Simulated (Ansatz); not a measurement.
Runs of Ansatz 0.2.0 on MnSb. It takes space group P6_3/mmc (No. 194, hexagonal). The conventional cell has a = 4.150 Å, b = 4.150 Å, c = 5.780 Å, α = 90.00°, β = 90.00°, γ = 120.00°. Around Sb (site symmetry -6m2) lie 6 Mn at 2.80 Å. Around Mn (site symmetry -3m) lie 6 Sb at 2.80 Å and 2 Mn at 2.89 Å. 

| level | U | hubbard projectors | double counting | gap on the mesh (eV) | pressure (GPa) | moment (μB) |
| --- | --- | --- | --- | --- | --- | --- |
| LDA | - | - | - | none | -10.6 | 6.52 |
| LDA+U | Mn d U = 2 eV | ortho-atomic (the default) | fll (the default) | none | -3.9 | 7.54 |
| LDA+U | Mn d U = 1 eV | ortho-atomic (the default) | fll (the default) | none | (b) | (c) |
| LDA+U | Mn d U = 6 eV | ortho-atomic (the default) | fll (the default) | none | 4.8 | 8.23 |
| LDA+U | Mn d U = 3 eV | ortho-atomic (the default) | fll (the default) | none | -1.0 | 7.87 |
| LDA+U | Mn d U = 5 eV | ortho-atomic (the default) | fll (the default) | none | 3.3 | 8.19 |
| LDA+U | Mn d U = 8 eV | ortho-atomic (the default) | fll (the default) | none | (a) | 8.39 |
| LDA+U | Mn d U = 4 eV | ortho-atomic (the default) | fll (the default) | none | (d) | 8.09 |

Alike in all rows: task band structure; potentials or basis Ansatz PAW; spin collinear, ferromagnetic start; cell as given; k mesh 7 × 7 × 5; cutoff (eV) 420; smearing fermi-dirac 0.05 eV.

Q: Estimate the missing entries.

A: (a) 7.9; (b) -6.9; (c) 7.13; (d) 1.4.

Caveats: spin-orbit coupling is left out, which moves the levels of the heavy elements; only a ferromagnetic start was run, and an antiferromagnetic order may lie lower in energy; the PAW data sets come from PBE, with cores solved anew for the run's functional, which leaves a small shift of forces and pressure; the magnetic or orbital state may not be the lowest (some runs); the U is typed as a test and isn't derived for this compound (some runs).

A k mesh can miss the band edges, and the runs leave out spin-orbit coupling on Sb.

A gap of «none» marks a metal or a gap under the smearing width.

Runs at the PBE level aren't shown here.
